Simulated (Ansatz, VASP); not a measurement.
**As: VASP beside Ansatz**

```
As
1.0
     4.71277    0.00000    0.00000
    -2.35639    4.08138    0.00000
     0.00000    0.00000    2.74443
As
3
Cartesian
  4.7128 0.0000 0.0000
  0.0000 2.7209 1.3722
  2.3564 1.3605 1.3722
```

Alike in both runs: task single point; functional PBEsol; k mesh 9 × 9 × 13; occupations fermi-dirac, width 0.1 eV; no spin polarisation.

|  | VASP | Ansatz |
| --- | --- | --- |
| version | VASP 6.6.1 | Ansatz 0.2.0 |
| potentials or method | VASP PAW PBE potentials, release 64 (As) | plane waves (420 eV) with PAW, scalar-relativistic |
| plane-wave cutoff (eV) | 520 | 420 |
| valence electrons in the cell | 15 | 45 |

|  | VASP | Ansatz | Ansatz less VASP |
| --- | --- | --- | --- |
| pressure (GPa) | 4.7 | 4.4 | -0.32 |
| largest component of the traceless stress (GPa) | 2.83 | 2.78 | -0.052 |

The two sets of potentials don't hold the same shells in valence. Ansatz warned: «pseudo_functional_mismatch».

Caveats: the PAW data sets were made with another functional, which shifts forces and pressure a little (VASP).
